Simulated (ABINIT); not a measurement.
# A GW chain in ABINIT: BAs (F-43m), part 3 of 3

How does a plane-wave GW calculation on BAs (F-43m) run from the first input to the gap?

ABINIT 10.8.3; PBE and many-body steps on it, plane waves. Known limits of the many-body steps: not at the basis limit; screening head approximate.

So far. Step 4 (Empty states on the mesh, 6×6×6 mesh, 142 bands): On this mesh the gap is 1.226 eV. Step 5 (Screening, 6×6×6 mesh, 130 bands, screening to 149.7 eV): Local fields lower ε∞ by 9 %.

## (6) Self-energy, 6×6×6 mesh, 130 bands, screening to 149.7 eV

The self-energy is evaluated for the states that the input lists, and the levels follow from it, in one-shot runs by the linearised quasiparticle equation.

This step: G0W0 on PBE with spin-orbit coupling, plane waves, norm-conserving pseudopotentials.

The input, run.abi:

```
acell 3*1.0 Angstrom
rprim 
  -0.000000000000 2.388500000000 2.388500000000
  2.388500000000 -0.000000000000 2.388500000000
  2.388500000000 2.388500000000 -0.000000000000
ntypat 2
znucl 5 33
natom 2
typat 1 2
xred 
  0.000000000000 0.000000000000 0.000000000000
  0.250000000000 0.250000000000 0.250000000000
pp_dirpath "pseudos"
pseudos "B.upf, As.upf"
ecut 44
nspinor 2
ngkpt 6 6 6
nshiftk 1
shiftk 0 0 0
kptopt 1
chksymbreak 0
istwfk *1
occopt 1
irdwfk 1
optdriver 4
nband 130
gwcalctyp 0
ecutsigx 44
symsigma 0
nkptgw 2
kptgw 
  0.0000000000 0.0000000000 0.0000000000
  0.3333333333 0.3333333333 0.0000000000
bdgw 
  23 32
  23 30
ecuteps 5.5
irdscr 1
ppmodel 1
indata_prefix "in"
outdata_prefix "out"
tmpdata_prefix "tmp"
```

The run is started by

```bash
$ OMP_NUM_THREADS=1 mpirun -n 4 abinit run.abi > log
```

Numbers of over 12 decimals in the logs are rounded to 6 here.

The log of the run:

```text
.Version 10.8.3 of ABINIT. v10.8.2 released Aug 2026.

 Symmetries : space group F-4 3 m (#216); Bravais cF (face-center cubic)
[... echo of the input left out ...]
== DATASET  1 ==================================================================
-   mpi_nproc: 4, omp_nthreads: 1 (-1 if OMP is not activated)

--- !DatasetInfo
iteration_state: {dtset: 1, }
dimensions: {natom: 2, nkpt: 16, mband: 130, nsppol: 1, nspinor: 2, nspden: 1, mpw: 2637, }
cutoff_energies: {ecut:  44.0, pawecutdg:  -1.0, }
electrons: {nelect:   2.60000000E+01, charge:   0.00000000E+00, occopt:   1.00000000E+00, tsmear:   1.00000000E-02, }

 SIGMA: Calculation of the GW corrections

 Based on a program developped by R.W. Godby, V. Olevano, G. Onida, and L. Reining.
 Incorporated in ABINIT by V. Olevano, G.-M. Rignanese, and M. Torrent.
.Using double precision arithmetic ; gwpc =  8

[... cell and pseudopotentials left out ...]
--------------------------------------------------------------------------------

 ==== K-mesh for the wavefunctions ====
 Number of points in the irreducible wedge :    16
[... list of points left out ...]
 Together with 24 symmetry operations and time-reversal symmetry
 yields   216 points in the full Brillouin Zone.

 ==== Q-mesh for screening function ====
 Number of points in the irreducible wedge :    16
[... list of points left out ...]
 Together with 24 symmetry operations and time-reversal symmetry
 yields   216 points in the full Brillouin Zone.

 vcoul_init : cutoff-mode = AUXILIARY_FUNCTION
 q-points for optical limit:   1
     1)      0.000010    0.000020    0.000030
 setmesh: FFT mesh size selected  =    40x   40x   40
          total number of points  =        64000

 Number of electrons calculated from density =   26.0000; Expected =   26.0000
 average of density, n =  0.141374
 r_s =    1.1908
 omega_plasma =   36.2695 [eV]

 === KS Band Gaps ===
  >>>> For spin  1
   Minimum direct gap =   3.0819 [eV], located at k-point      :   0.0000  0.0000  0.0000
   Fundamental gap    =   1.2258 [eV], Top of valence bands at :   0.0000  0.0000  0.0000
                                       Bottom of conduction at :   0.3333  0.3333  0.0000
 SIGMA fundamental parameters:
 PLASMON POLE MODEL  1
 number of plane-waves for SigmaX                 2637
 number of plane-waves for SigmaC and W            113
 number of plane-waves for wavefunctions          2637
 number of bands                                   130
 number of independent spin polarizations            1
 number of spinorial components                      2
 number of k-points in IBZ                          16
 number of q-points in IBZ                          16
 number of symmetry operations                      24
 number of k-points in BZ                          216
 number of q-points in BZ                          216
 number of frequencies for dSigma/dE                 9
 frequency step for dSigma/dE [eV]                0.25
 number of omega for Sigma on real axis              0
 max omega for Sigma on real axis  [eV]           0.00
 zcut for avoiding poles [eV]                     0.10

 EPSILON^-1 parameters (SCR file):
 dimension of the eps^-1 matrix on file            113
 dimension of the eps^-1 matrix used               113
 number of plane-waves for wavefunctions          2637
 number of bands                                   130
 number of q-points in IBZ                          16
 number of frequencies                               2
 number of real frequencies                          1
 number of imag frequencies                          1

 matrix elements of self-energy operator (all in [eV])

 Perturbative Calculation

--- !SelfEnergy_ee
iteration_state: {dtset: 1, }
kpoint     : [   0.000,    0.000,    0.000, ]
spin       : 1
KS_gap     :    3.082
QP_gap     :    3.900
Delta_QP_KS:    0.818
data: !SigmaeeData |
     Band     E0 <VxcDFT>   SigX SigC(E0)      Z dSigC/dE  Sig(E)    E-E0       E
       23   8.071 -14.138 -15.460   0.911   0.809  -0.235 -14.471  -0.332   7.739
       24   8.071 -14.138 -15.460   0.911   0.809  -0.235 -14.471  -0.333   7.739
       25   8.071 -14.138 -15.459   0.910   0.809  -0.235 -14.471  -0.333   7.738
       26   8.071 -14.138 -15.462   0.912   0.809  -0.235 -14.471  -0.333   7.738
       27  11.153 -13.023  -8.334  -4.091   0.811  -0.232 -12.538   0.485  11.638
       28  11.153 -13.023  -8.332  -4.092   0.811  -0.232 -12.537   0.485  11.638
       29  11.367 -13.067  -8.391  -4.119   0.812  -0.232 -12.615   0.453  11.819
       30  11.367 -13.067  -8.391  -4.119   0.812  -0.232 -12.615   0.453  11.819
       31  11.367 -13.067  -8.393  -4.118   0.812  -0.232 -12.615   0.452  11.819
       32  11.367 -13.067  -8.393  -4.118   0.812  -0.232 -12.615   0.452  11.819

--- !SelfEnergy_ee
iteration_state: {dtset: 1, }
kpoint     : [   0.333,    0.333,    0.000, ]
spin       : 1
KS_gap     :    4.679
QP_gap     :    5.442
Delta_QP_KS:    0.763
data: !SigmaeeData |
     Band     E0 <VxcDFT>   SigX SigC(E0)      Z dSigC/dE  Sig(E)    E-E0       E
[...]
26   4.618 -13.174 -15.989   2.084   0.797  -0.255 -13.756  -0.582   4.036
       27   9.297 -11.658  -7.565  -3.872   0.819  -0.222 -11.477   0.181   9.478
       28   9.297 -11.658  -7.565  -3.872   0.819  -0.222 -11.477   0.181   9.478
       29  11.159 -11.166  -6.441  -4.479   0.819  -0.222 -10.964   0.202  11.360
       30  11.159 -11.166  -6.441  -4.479   0.819  -0.222 -10.964   0.202  11.360

== END DATASET(S) ==============================================================
================================================================================

 -outvars: echo values of variables after computation  --------
           etotal      0.0000000000E+00
            nband         130
             nkpt          16
          spgroup         216
 [... the other variables as echoed above ...]

 Calculation completed.
```

The job ended after 8.6 min (4 MPI ranks of Arm Neoverse N1, shared host; peak memory 1.7 GiB).

This step gave:

```yaml
g0w0_gap_on_the_points_computed: 1.739 eV
starting_gap_on_the_mesh: 1.226 eV
k_of_the_valence_top: 0, 0, 0
k_of_the_conduction_bottom: 0.3333, 0.3333, 0
z_at_the_valence_top: 0.809
z_at_the_conduction_bottom: 0.819
least_direct_g0w0_gap_on_the_computed_points: 3.899 eV
```

The gap on the mesh goes from 1.23 eV to 1.74 eV, a correction of +0.51 eV.

Limits: finite bands, cutoff and mesh; screening head approximate. v1 is the top filled band, c1 the lowest empty one. The levels before and after the correction (eV, zero at the valence-band top of each column):

|  | conduction bottom | valence top |
| --- | --- | --- |
| Kohn-Sham | 1.23 | 0.00 |
| G0W0 | 1.74 | 0.00 |

|  | level | energy (eV) |
| --- | --- | --- |
| Kohn-Sham | Γ v3-v1 | 0.000 |
| Kohn-Sham | Γ c1-c2 | 3.082 |
| Kohn-Sham | Γ c3 | 3.296 |
| Kohn-Sham | (0.333 0.333 0) v3 | -3.584 |
| Kohn-Sham | (0.333 0.333 0) v2-v1 | -3.453 |
| Kohn-Sham | (0.333 0.333 0) c1-c2 | 1.226 |
| Kohn-Sham | (0.333 0.333 0) c3 | 3.087 |
| G0W0 | Γ v3-v1 | 0.000 |
| G0W0 | Γ c1-c2 | 3.899 |
| G0W0 | Γ c3 | 4.080 |
| G0W0 | (0.333 0.333 0) v3 | -3.819 |
| G0W0 | (0.333 0.333 0) v2-v1 | -3.703 |
| G0W0 | (0.333 0.333 0) c1-c2 | 1.739 |
| G0W0 | (0.333 0.333 0) c3 | 3.621 |

## (7) Where the time went

Times are wall times on 4 MPI ranks of Arm Neoverse N1, shared host, good to a factor of about two.

| step | time | share | memory (GiB) |
| --- | --- | --- | --- |
| ground state | 58 s | 3 % | 0.33 |
| bands along the symmetry lines | 53 s | 3 % | 0.34 |
| empty states on the mesh | 2.9 min | 9 % | 0.47 |
| screening | 20 min | 60 % | 2.2 |
| self-energy | 8.6 min | 26 % | 1.7 |

## (8) Summary of results

```yaml
pbe_gap: 1.14 eV, indirect
g0w0_gap_on_the_mesh: 1.74 eV
g0w0_gap_over_the_zone_rigid_shift: 1.65 eV
gw_settings: 6×6×6 mesh, 130 bands, screening to 149.7 eV, Godby-Needs plasmon pole
known_limits: not at the basis limit; screening head approximate
```

What this shows: G0W0 moves the gap on the mesh from 1.23 eV to 1.74 eV (+0.51 eV), with Z of 0.81 and 0.82 at the edges. The mesh misses the band edges by 0.08 eV in all; a rigid shift gives 1.65 eV for the zone. Local fields lower the RPA ε∞ on this mesh from 13.94 to 12.71. Only 2 of the mesh's irreducible points were corrected, so a valley elsewhere could overtake. The dearest step here is «screening». Against experiment, by G0W0@PBE: the gap of 1.65 eV lies −0.17 eV from the measured 1.82 eV (indirect, 300 K, 2019); the direct gap of 3.90 eV lies −0.22 eV from the measured 4.12 eV (direct, 300 K, 2019); the gap of 1.65 eV lies −0.37 eV from the measured 2.02 eV (indirect, 300 K, 2019). An exciton line or allowed optical edge lies below the quasiparticle gap by the binding energy; a forbidden edge can push the onset above it. The calculation has static nuclei and no excitons; a measured gap holds zero-point and thermal motion, which mostly lowers it. Bands and cutoff are finite, so the gap is not at the basis limit. The miss can reach some tenths of an eV and take either sign; the mesh is an error of its own. In the G0W0 run levels were corrected at 2 k points alone, so a gap called «on the mesh» is the least over those, and an edge elsewhere would be missed. A denser mesh or path gives a starting gap of 1.14 eV: the GW mesh misses a band edge, so its gaps are not the fundamental one. The long-wavelength limit of the screening leaves out the non-local commutator, which shifts ε∞.

[Paths, hosts, dates, memory and timing lines, banners, echoed tables and standing remarks are left out of the program output.]

[Logs are printed without paths, hosts, clocks, repeated set-up lines and the standing remarks that a program may print on its own settings, such as how far it seeks lower states.]

[Runs of the session that timed out or met a known fault of the program may be left out.]

[Hosts, paths, dates, database ids (printed as entryN), source tags and the programs' standing remarks are cut or masked in the printed files.]

[G0W0 gaps are taken among the corrected bands and points alone; a level outside them can change the order at an edge.]

[Where Ansatz stands beside ABINIT at settings called matched, ABINIT's density can come from a denser mesh and the files from another edition; pairs whose starting gaps differed by over 0.03 eV were left out, so agreement reads better than it is.]
